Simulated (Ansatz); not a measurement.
The same path of a periodic cell of 17 atoms, W$_{9}$C$_{8}$ (surface WC(001), adsorbate W) was run twice with different band settings. Lost on the way: C12–W17, W15–W17. Made: W3–W17, C8–W17.

Computed with Ansatz 0.2.0, DFT PBEsol, scalar-relativistic, plane waves, PAW. Settings: PAW set soft_1, cutoff 420 eV, k mesh 4x4x1, gaussian smearing 0.15 eV, no spin polarisation.

Relaxed end points:

```xyz
17
Lattice="5.7997 0.0000 0.0000 -2.8998 5.0227 0.0000 0.0000 0.0000 15.2563" Properties=species:S:1:pos:R:3
W 0.000 0.000 1.000
C 1.440 0.831 2.332
W 0.000 0.000 3.843
C 1.451 0.838 5.123
W -1.450 2.511 1.000
C 0.000 3.348 2.295
W -1.414 2.532 3.794
C 0.000 3.348 4.976
W 2.900 0.000 1.000
C 4.360 0.831 2.332
W 2.900 -0.042 3.794
C 4.349 0.838 5.123
W 1.450 2.511 1.000
C 2.900 3.360 2.332
W 1.414 2.532 3.794
C 2.900 3.347 5.123
W 2.900 1.674 6.040
```

```xyz
17
Lattice="5.7997 0.0000 0.0000 -2.8998 5.0227 0.0000 0.0000 0.0000 15.2563" Properties=species:S:1:pos:R:3
W 0.000 0.000 1.000
C 1.450 0.849 2.332
W -0.036 0.021 3.794
C 1.450 0.836 5.123
W -1.450 2.511 1.000
C 0.010 3.343 2.332
W -1.450 2.470 3.794
C -0.001 3.349 5.123
W 2.900 0.000 1.000
C 4.350 0.837 2.295
W 2.936 0.021 3.794
C 4.350 0.837 4.976
W 1.450 2.511 1.000
C 2.890 3.343 2.332
W 1.450 2.511 3.843
C 2.901 3.349 5.123
W 4.350 4.186 6.040
```

Common settings: climbing image yes; spring 5.0 eV/Å²; end points relaxed; atoms held 1, 5, 9, 13.

| run | movable images | optimiser | start path | force threshold | iteration limit | largest step |
| --- | --- | --- | --- | --- | --- | --- |
| 1 | 5 | quadratic models (default) | straight line | 0.03 eV/Å | 42 | default |
| 2 | 3 | fire | default | 0.05 eV/Å | 40 | 1.0 Å |

Question: What does each run give, and how far can it be trusted?

Answer: Run 1: converged after 25 iterations, highest image 2.911 eV above the first end. The profile has 2 maxima (images 1, 4) with wells between them (image 2): this band takes more than one step, which may be the mechanism or a detour left from its start path. Neighbouring images differ by up to 2.9 eV, so the band resolves the path poorly. By the program's own check the climbing image is a first-order saddle point (lowest curvatures found: -7.39 and 3.11 eV/Å²).
Run 2: not converged after 40 iterations, highest image 2.930 eV above the first end. The band didn't meet its force threshold, so its energies are provisional: the largest band force was still 0.48 eV/Å, and over the last iterations the top stayed at 2.93 eV.
Limits of this set-up: coarse k mesh, thin slab, slab without dipole correction, PAW files made for another functional, a typed lattice constant that wasn't relaxed here.
